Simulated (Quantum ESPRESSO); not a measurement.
# TiSi2 (Cmcm) in Quantum ESPRESSO: equation of state

How stiff is TiSi2 in PBEsol, and what volume does it want? The cell is scaled to several volumes.

Program: Quantum ESPRESSO 7.5. These are calculated values, not measurements. Logs are shortened: lines on timing, memory, paths and dates and some standing lists are left out, and cuts for length are marked.

### 1 The structure

The structure is orthorhombic, space group Cmcm (No. 63). The conventional cell has a = 3.530 Å, b = 13.519 Å, c = 3.565 Å, α = 90.00°, β = 90.00°, γ = 90.00°. Around Ti (site symmetry m2m) lie 10 Si at 2.58 to 2.81 Å. Around Si (site symmetry m2m) lie 4 Si at 2.51 Å and 4 Ti at 2.66 to 2.67 Å. Si (site symmetry m2m) has 2 Si at 2.38 Å and 4 Ti at 2.58 Å as nearest neighbours.

The cell comes from a database or a generator and needn't be the stable form of this composition.

### 2 Single point, PBEsol, 13.33 Å³/atom

Contents of pw.in:

```
&CONTROL
  calculation = 'scf'
  prefix = 'pwscf'
  outdir = './tmp'
  pseudo_dir = './pseudo'
  tstress = .true.
  disk_io = 'nowf'
/
&SYSTEM
  ibrav = 0
  nat = 6
  ntyp = 2
  ecutwfc = 45
  ecutrho = 360
  nbnd = 28
  occupations = 'smearing'
  smearing = 'fd'
  degauss = 0.00367493
/
&ELECTRONS
  conv_thr = 1.2d-09
  electron_maxstep = 120
  mixing_beta = 0.5
/
ATOMIC_SPECIES
Ti    47.8670 ti_pbesol_v1.4.uspp.F.UPF
Si    28.0850 si_pbesol_v1.uspp.F.UPF
CELL_PARAMETERS angstrom
   1.7290723629   -6.6212982966    0.0000000000
   1.7290723629    6.6212982966    0.0000000000
   0.0000000000    0.0000000000    3.4923948962
ATOMIC_POSITIONS crystal
Ti     0.1031180800    0.8968819200    0.2500000000
Ti     0.8968819200    0.1031180800    0.7500000000
Si     0.7503148200    0.2496851800    0.2500000000
Si     0.2496851800    0.7503148200    0.7500000000
Si     0.4417485500    0.5582514500    0.2500000000
Si     0.5582514500    0.4417485500    0.7500000000
K_POINTS automatic
8 8 8 0 0 0
```

Potentials or basis: GBRV 1.5 PBEsol.

Command:

```sh
> OMP_NUM_THREADS=1 mpirun -n 2 pw.x -nk 2 -in pw.in > pw.out
```

pw.out:

```text
This program is part of the open-source Quantum ESPRESSO suite
     for quantum simulation of materials; please cite
[... 6 lines left out ...]
     using ibrav=0 with symmetry is DISCOURAGED, use correct ibrav instead

     K-points division:     npool     =       2
     Subspace diagonalization in iterative solution of the eigenvalue problem:
     a serial algorithm will be used

     G-vector sticks info
     --------------------
     sticks:   dense  smooth     PW     G-vecs:    dense   smooth      PW
     Sum        2337    1161    395                62191    21977    4311

     Using Slab Decomposition

     bravais-lattice index     =            0
     lattice parameter (alat)  =      12.9320  a.u.
     unit-cell volume          =     539.6426 (a.u.)^3
     number of atoms/cell      =            6
     number of atomic types    =            2
     number of electrons       =        40.00
     number of Kohn-Sham states=           28
     kinetic-energy cutoff     =      45.0000  Ry
     charge density cutoff     =     360.0000  Ry
     scf convergence threshold =      1.2E-09
     mixing beta               =       0.5000
     number of iterations used =            8  plain     mixing
     Exchange-correlation= SLA  PW   PSX  PSC
                           (   1   4  10   8   0   0   0)

     celldm(1)=  12.932036  celldm(2)=   0.000000  celldm(3)=   0.000000
     celldm(4)=   0.000000  celldm(5)=   0.000000  celldm(6)=   0.000000

     crystal axes: (cart. coord. in units of alat)
               a(1) = (   0.252665  -0.967554   0.000000 )
               a(2) = (   0.252665   0.967554   0.000000 )
               a(3) = (   0.000000   0.000000   0.510335 )

     reciprocal axes: (cart. coord. in units 2 pi/alat)
               b(1) = (  1.978905 -0.516767  0.000000 )
               b(2) = (  1.978905  0.516767 -0.000000 )
               b(3) = ( -0.000000  0.000000  1.959497 )

     PseudoPot. # 1 for Ti read from file:
     ti_pbesol_v1.4.uspp.F.UPF
     Pseudo is Ultrasoft + core correction, Zval = 12.0
     Generated by new atomic code, or converted to UPF format
     Using radial grid of  851 points,  6 beta functions with:
                l(1) =   0
                l(2) =   0
                l(3) =   1
                l(4) =   1
                l(5) =   2
                l(6) =   2
     Q(r) pseudized with  6 coefficients,  rinner =    1.000   1.000   1.000
                                                       1.000   1.000

     PseudoPot. # 2 for Si read from file:
     si_pbesol_v1.uspp.F.UPF
     Pseudo is Ultrasoft + core correction, Zval =  4.0
     Generated by new atomic code, or converted to UPF format
     Using radial grid of  899 points,  6 beta functions with:
                l(1) =   0
                l(2) =   0
                l(3) =   1
                l(4) =   1
                l(5) =   2
                l(6) =   2
     Q(r) pseudized with  8 coefficients,  rinner =    0.900   0.900   0.900
                                                       0.900   0.900

     atomic species   valence    mass     pseudopotential
     Ti               12.00    47.86700     Ti( 1.00)
     Si                4.00    28.08500     Si( 1.00)

      8 Sym. Ops., with inversion, found ( 4 have fractional translation)

   Cartesian axes

     site n.     atom                  positions (alat units)
         1        Ti     tau(   1) = (   0.2526650   0.7680092   0.1275837  )
         2        Ti     tau(   2) = (   0.2526650  -0.7680092   0.3827512  )
         3        Si     tau(   3) = (   0.2526650  -0.4843861   0.1275837  )
         4        Si     tau(   4) = (   0.2526650   0.4843861   0.3827512  )
         5        Si     tau(   5) = (   0.2526650   0.1127228   0.1275837  )
         6        Si     tau(   6) = (   0.2526650  -0.1127228   0.3827512  )

     number of k points=   105  Fermi-Dirac smearing, width (Ry)=  0.0037

     Number of k-points >= 100: set verbosity='high' to print them.

     Dense  grid:    62191 G-vectors     FFT dimensions: (  80,  80,  40)

     Smooth grid:    21977 G-vectors     FFT dimensions: (  60,  60,  30)

     Check: negative core charge=   -0.000006

     Initial potential from superposition of free atoms

     starting charge      37.9973, renormalised to      40.0000

     negative rho (up, down):  2.581E-03 0.000E+00
     Starting wfcs are   36 randomized atomic wfcs

     Self-consistent Calculation

     iteration #  1     ecut=    45.00 Ry     beta= 0.50
     Davidson diagonalization with overlap
     ethr =  1.00E-02,  avg # of iterations =  3.5

     Threshold (ethr) on eigenvalues was too large:
     Diagonalizing with lowered threshold

     Davidson diagonalization with overlap
     ethr =  9.89E-04,  avg # of iterations =  2.0

     negative rho (up, down):  2.370E-03 0.000E+00

     total energy              =    -276.66896719 Ry
     estimated scf accuracy    <       0.43094120 Ry

     iteration #  2     ecut=    45.00 Ry     beta= 0.50
     Davidson diagonalization with overlap
     ethr =  1.08E-03,  avg # of iterations =  3.6

     negative rho (up, down):  2.059E-03 0.000E+00

     total energy              =    -276.72946456 Ry
     estimated scf accuracy    <       0.49071886 Ry

     iteration #  3     ecut=    45.00 Ry     beta= 0.50
     Davidson diagonalization with overlap
     ethr =  1.08E-03,  avg # of iterations =  2.0

     negative rho (up, down):  1.772E-03 0.000E+00

     total energy              =    -276.80841356 Ry
     estimated scf accuracy    <       0.04696603 Ry

     iteration #  4     ecut=    45.00 Ry     beta= 0.50
     Davidson diagonalization with overlap
     ethr =  1.17E-04,  avg # of iterations =  4.2

     negative rho (up, down):  1.612E-03 0.000E+00

     total energy              =    -276.81810203 Ry
     estimated scf accuracy    <       0.02165169 Ry

     iteration #  5     ecut=    45.00 Ry     beta= 0.50
     Davidson diagonalization with overlap
     ethr =  5.41E-05,  avg # of iterations =  2.1

     negative rho (up, down):  1.521E-03 0.000E+00

     total energy              =    -276.82026045 Ry
     estimated scf accuracy    <       0.00089533 Ry

     iteration #  6     ecut=    45.00 Ry     beta= 0.50
     Davidson diagonalization with overlap
     ethr =  2.24E-06,  avg # of iterations =  7.0

     negative rho (up, down):  1.483E-03 0.000E+00

     total energy              =    -276.82069886 Ry
     estimated scf accuracy    <       0.00087647 Ry

     iteration #  7     ecut=    45.00 Ry     beta= 0.50
     Davidson diagonalization with overlap
     ethr =  2.19E-06,  avg # of iterations =  2.0

     negative rho (up, down):  1.474E-03 0.000E+00

     total energy              =    -276.82077091 Ry
     estimated scf accuracy    <       0.00006047 Ry

     iteration #  8     ecut=    45.00 Ry     beta= 0.50
     Davidson diagonalization with overlap
     ethr =  1.51E-07,  avg # of iterations =  4.0

     negative rho (up, down):  1.472E-03 0.000E+00

     total energy              =    -276.82079637 Ry
     estimated scf accuracy    <       0.00000546 Ry

     iteration #  9     ecut=    45.00 Ry     beta= 0.50
     Davidson diagonalization with overlap
     ethr =  1.37E-08,  avg # of iterations =  3.8

     negative rho (up, down):  1.473E-03 0.000E+00

     total energy              =    -276.82079744 Ry
     estimated scf accuracy    <       0.00000066 Ry

     iteration # 10     ecut=    45.00 Ry     beta= 0.50
     Davidson diagonalization with overlap
     ethr =  1.64E-09,  avg # of iterations =  3.9

     negative rho (up, down):  1.473E-03 0.000E+00

     total energy              =    -276.82079764 Ry
     estimated scf accuracy    <       0.00000003 Ry

     iteration # 11     ecut=    45.00 Ry     beta= 0.50
     Davidson diagonalization with overlap
     ethr =  8.41E-11,  avg # of iterations =  3.8

     negative rho (up, down):  1.473E-03 0.000E+00

     total energy              =    -276.82079766 Ry
     estimated scf accuracy    <          2.2E-09 Ry

     iteration # 12     ecut=    45.00 Ry     beta= 0.50
     Davidson diagonalization with overlap
     ethr =  5.52E-12,  avg # of iterations =  2.7

     negative rho (up, down):  1.472E-03 0.000E+00

     End of self-consistent calculation

     Number of k-points >= 100: set verbosity='high' to print the bands.

     the Fermi energy is    13.8131 ev

!    total energy              =    -276.82079766 Ry
     estimated scf accuracy    <          4.4E-10 Ry
     smearing contrib. (-TS)   =      -0.00082771 Ry
     internal energy E=F+TS    =    -276.81996995 Ry

     The total energy is F=E-TS. E is the sum of the following terms:
     one-electron contribution =     -88.72436579 Ry
     hartree contribution      =      64.18951822 Ry
     xc contribution           =     -53.76859545 Ry
     ewald contribution        =    -198.51652693 Ry

     convergence has been achieved in  12 iterations

     Computing stress (Cartesian axis) and pressure

     negative rho (up, down):  1.472E-03 0.000E+00
          total   stress  (Ry/bohr**3)                   (kbar)     P=       76.48
   0.00051046   0.00000000   0.00000000           75.09        0.00        0.00
   0.00000000   0.00039883   0.00000000            0.00       58.67        0.00
   0.00000000   0.00000000   0.00065043            0.00        0.00       95.68

=------------------------------------------------------------------------------=
   JOB DONE.
=------------------------------------------------------------------------------=
```

Wall time 79 s (2 MPI ranks of Intel Xeon 6975P-C (Granite Rapids), shared host); peak memory 0.48 GiB.

What came out:

```yaml
Free_energy: -3766.3388 eV
Pressure: 7.6 GPa
Band_gap_on_the_k_mesh: none (metal or under the smearing width)
```

### 3 Single point, PBEsol, 13.61 Å³/atom

pw.in: that of step 2 with these lines changed.

```diff
@@ -28,5 +28,5 @@
 CELL_PARAMETERS angstrom
-   1.7290723629   -6.6212982966    0.0000000000
-   1.7290723629    6.6212982966    0.0000000000
-   0.0000000000    0.0000000000    3.4923948962
+   1.7412493300   -6.6679286942    0.0000000000
+   1.7412493300    6.6679286942    0.0000000000
+   0.0000000000    0.0000000000    3.5169900368
 ATOMIC_POSITIONS crystal
```

Potentials or basis: GBRV 1.5 PBEsol.

Command:

```sh
> OMP_NUM_THREADS=1 mpirun -n 2 pw.x -nk 2 -in pw.in > pw.out
```

It took 77 s on 2 MPI ranks of Intel Xeon 6975P-C (Granite Rapids), shared host; peak memory 0.5 GiB.

The run converged. Its results:

| Quantity | Value |
| --- | --- |
| Free energy | -3766.4004 eV |
| Pressure | 4.0 GPa |
| Band gap on the k mesh | none (metal or under the smearing width) |

### 4 Single point, PBEsol, 13.89 Å³/atom

pw.in: that of step 3 with these lines changed.

```diff
@@ -28,5 +28,5 @@
 CELL_PARAMETERS angstrom
-   1.7412493300   -6.6679286942    0.0000000000
-   1.7412493300    6.6679286942    0.0000000000
-   0.0000000000    0.0000000000    3.5169900368
+   1.7532583256   -6.7139158625    0.0000000000
+   1.7532583256    6.7139158625    0.0000000000
+   0.0000000000    0.0000000000    3.5412459070
 ATOMIC_POSITIONS crystal
```

Command:

```sh
> OMP_NUM_THREADS=1 mpirun -n 2 pw.x -nk 2 -in pw.in > pw.out
```

Wall time 78 s (2 MPI ranks of Intel Xeon 6975P-C (Granite Rapids), shared host); peak memory 0.5 GiB.

Results (log left out):

```yaml
Free_energy: -3766.4252 eV
Pressure: 0.7 GPa
Band_gap_on_the_k_mesh: none (metal or under the smearing width)
```

### 5 Single point, PBEsol, 14.18 Å³/atom

pw.in: that of step 4 with these lines changed.

```diff
@@ -28,5 +28,5 @@
 CELL_PARAMETERS angstrom
-   1.7532583256   -6.7139158625    0.0000000000
-   1.7532583256    6.7139158625    0.0000000000
-   0.0000000000    0.0000000000    3.5412459070
+   1.7651050250   -6.7592815350    0.0000000000
+   1.7651050250    6.7592815350    0.0000000000
+   0.0000000000    0.0000000000    3.5651739700
 ATOMIC_POSITIONS crystal
```

Command:

```sh
> OMP_NUM_THREADS=1 mpirun -n 2 pw.x -nk 2 -in pw.in > pw.out
```

Wall time 80 s (2 MPI ranks of Intel Xeon 6975P-C (Granite Rapids), shared host); peak memory 0.5 GiB.

Results (log left out):

| Item | Value |
| --- | --- |
| Free energy | -3766.4171 eV |
| Pressure | -2.2 GPa |
| Band gap on the k mesh | none (metal or under the smearing width) |

### 6 Single point, PBEsol, 14.46 Å³/atom

pw.in: that of step 5 with these lines changed.

```diff
@@ -28,5 +28,5 @@
 CELL_PARAMETERS angstrom
-   1.7651050250   -6.7592815350    0.0000000000
-   1.7651050250    6.7592815350    0.0000000000
-   0.0000000000    0.0000000000    3.5651739700
+   1.7767948029   -6.8040462934    0.0000000000
+   1.7767948029    6.8040462934    0.0000000000
+   0.0000000000    0.0000000000    3.5887850817
 ATOMIC_POSITIONS crystal
```

Potentials or basis: GBRV 1.5 PBEsol.

Command:

```sh
> OMP_NUM_THREADS=1 mpirun -n 2 pw.x -nk 2 -in pw.in > pw.out
```

It took 79 s on 2 MPI ranks of Intel Xeon 6975P-C (Granite Rapids), shared host; peak memory 0.52 GiB.

Results (log left out):

```yaml
Free_energy: -3766.3793 eV
Pressure: -4.9 GPa
Band_gap_on_the_k_mesh: none (metal or under the smearing width)
```

### 7 Single point, PBEsol, 14.75 Å³/atom

pw.in: that of step 6 with these lines changed.

```diff
@@ -28,5 +28,5 @@
 CELL_PARAMETERS angstrom
-   1.7767948029   -6.8040462934    0.0000000000
-   1.7767948029    6.8040462934    0.0000000000
-   0.0000000000    0.0000000000    3.5887850817
+   1.7883327548   -6.8482296503    0.0000000000
+   1.7883327548    6.8482296503    0.0000000000
+   0.0000000000    0.0000000000    3.6120895340
 ATOMIC_POSITIONS crystal
```

Command:

```sh
> OMP_NUM_THREADS=1 mpirun -n 2 pw.x -nk 2 -in pw.in > pw.out
```

Wall time 77 s (2 MPI ranks of Intel Xeon 6975P-C (Granite Rapids), shared host); peak memory 0.52 GiB.

Results (log left out):

```yaml
Free_energy: -3766.3148 eV
Pressure: -7.2 GPa
Band_gap_on_the_k_mesh: none (metal or under the smearing width)
```

### 8 Single point, PBEsol, 15.03 Å³/atom

pw.in: that of step 7 with these lines changed.

```diff
@@ -28,5 +28,5 @@
 CELL_PARAMETERS angstrom
-   1.7883327548   -6.8482296503    0.0000000000
-   1.7883327548    6.8482296503    0.0000000000
-   0.0000000000    0.0000000000    3.6120895340
+   1.7997237164   -6.8918501234    0.0000000000
+   1.7997237164    6.8918501234    0.0000000000
+   0.0000000000    0.0000000000    3.6350970940
 ATOMIC_POSITIONS crystal
```

Command:

```sh
> OMP_NUM_THREADS=1 mpirun -n 2 pw.x -nk 2 -in pw.in > pw.out
```

Wall time 81 s (2 MPI ranks of Intel Xeon 6975P-C (Granite Rapids), shared host); peak memory 0.54 GiB.

It converged, with:

```
Free energy            : -3766.2264 eV
Pressure               : -9.4 GPa
Band gap on the k mesh : none (metal or under the smearing width)
```

### 9 Equation of state, PBEsol

Potentials or basis: GBRV 1.5 PBEsol.

No new run: the results of the series are fitted here.

Results:

```yaml
Equilibrium_volume: 13.96 Å³/atom
Bulk_modulus_at_fixed_shape_and_positions: 149 GPa
Pressure_derivative_of_the_bulk_modulus: 4.3
```

Energy against volume, from the lowest point:
```csv
volume (Å³/atom),energy (meV/atom)
13.328,14.40
13.611,4.14
13.895,0.00
14.179,1.36
14.462,7.66
14.746,18.40
15.029,33.14
```

Caveat: the cell was scaled at fixed shape and fractional positions, which overstates the stiffness of a crystal with free parameters, most of all of layers and chains.
